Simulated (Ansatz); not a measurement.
A (001) slab of Cu (P6_3/mmc (No. 194)), 8 planes, outer planes Cu (top) and Cu (bottom), with 8 atoms (Cu8) in a surface cell of A = 5.707 Å², as cut from the bulk:

```yaml
crystal:
  lattice:
    - [2.56704, 0.00000, 0.00000]
    - [-1.28352, 2.22312, 0.00000]
    - [0.00000, 0.00000, 29.67648]
  atoms:
    - { symbol: Cu, position: [0.33333, 0.66667, 0.25273] }
    - { symbol: Cu, position: [0.00000, 0.00000, 0.32338] }
    - { symbol: Cu, position: [0.66667, 0.33333, 0.39403] }
    - { symbol: Cu, position: [0.00000, 0.00000, 0.46468] }
    - { symbol: Cu, position: [0.33333, 0.66667, 0.53532] }
    - { symbol: Cu, position: [0.00000, 0.00000, 0.60597] }
    - { symbol: Cu, position: [0.66667, 0.33333, 0.67662] }
    - { symbol: Cu, position: [0.00000, 0.00000, 0.74727] }
```

Computed with Ansatz, DFT PBE, scalar-relativistic, plane waves, PAW. Plane waves to 420 eV, a k mesh through Γ of 15×15×1 on the computed 8-atom cell and Gaussian smearing (0.10 eV); no spin polarisation. The cell repeats along c with a dipole correction in the vacuum.

Against the same 8 atoms in the bulk, the slab as cut lies 0.955 eV higher and the relaxed slab 0.954 eV higher.

Problem. Work out the surface energy before and after relaxation.

Solution. The slab has two faces, so γ = (E_slab − N·E_bulk)/(2A), the mean of both. As cut: 0.955/(2 × 5.707) = 0.0837 eV/Å², and 1 eV/Å² = 16.02 J/m², so γ = 1.34 J/m². Relaxed: 0.954/(2 × 5.707) = 0.0836 eV/Å² = 1.34 J/m². Relaxation recovers 0.1 % of the cost of cutting.

Problem. What is the ideal work of this cut, per area?

Solution. Griffith's ideal work is 2γ: 2.68 J/m², whether the new faces relax or not. One thickness was run, 8 planes, so γ can still shift with it.

The reference crystal is a form of Cu, which isn't its usual structure.